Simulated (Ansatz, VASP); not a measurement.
# One calculation of NbH, two programs

```
Nb H
1.0
    -1.60696    1.60696    1.98430
     1.60696   -1.60696    1.98430
     1.60696    1.60696   -1.98430
Nb H
1 1
Direct
  0.00000 0.00000 0.00000
  0.47480 0.47480 0.00000
```

Change from the starting cell: all H atoms moved -0.100 Å, as atom 2 along Cartesian [0 0 1].

Alike in both runs: task single point; functional LDA; k mesh 20 × 20 × 20; occupations gaussian, width 0.15 eV; no spin polarisation.

```csv
,VASP,Ansatz
version,VASP 6.6.1,Ansatz 0.2.0
potentials or method,"VASP PAW LDA potentials, release 64 (Nb_sv, H)","scalar-relativistic, plane waves, PAW"
plane-wave cutoff (eV),520,420
valence electrons in the cell,14,14
```

```tsv
	VASP	Ansatz	Ansatz less VASP
gap on the k mesh at the Fermi level (eV)	none	none	-
pressure (GPa)	-10.3	-10.2	+0.16
largest component of the traceless stress (GPa)	1.39	1.38	-0.013
rms of the force components (eV/Å)	0.512	0.511	-0.0012
```

Atom by atom the forces differ by 0.001 eV/Å (rms over components). A gap of «none» marks a metal or a gap that the smearing closes.
